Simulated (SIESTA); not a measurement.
Crystal: GaSb.

```
Sb Ga
1.0
     0.00000    3.05900    3.05900
     3.05900    0.00000    3.05900
     3.05900    3.05900    0.00000
Sb Ga
1 1
Direct
  0.75000 0.75000 0.75000
  0.00000 0.00000 0.00000
```

Base run:

| Quantity | Value |
| --- | --- |
| Program | SIESTA 5.4.2 |
| Functional | RPBE |
| Potentials or basis | PseudoDojo 0.4 standard (PBE files) |
| Basis | DZP (energy shift 0.003 Ry; two zetas on semicore shells) |
| Grid cutoff | 800 Ry |
| Energy shift | 0.003 Ry |
| k mesh | 8 × 8 × 8 |
| Occupations | fermi-dirac, width 0.05 eV |
| Spin | no spin polarisation |

Its results: band gap on the k mesh 0.30 eV, direct; pressure 4.1 GPa.

**Question.** After a change of settings the same cell gave: band gap on the k mesh none (metal or under the smearing width); pressure 2.3 GPa. Which change was it?
A. functional from RPBE to revPBE
B. functional from RPBE to PBEsol; potentials or basis from PseudoDojo 0.4 standard (PBE files) to PseudoDojo 0.4 standard (PBEsol files)
C. functional from RPBE to BLYP
D. functional from RPBE to PW91

**Answer.** D.

PW91 binds more tightly than RPBE, so the same cell stands under less pressure.

Caveats: the potentials were made for another functional, which shifts forces and pressure; the basis of atomic orbitals isn't converged, which shifts pressures, moduli and gaps; spin-orbit coupling is left out, which moves the levels of the heavy elements (some runs).
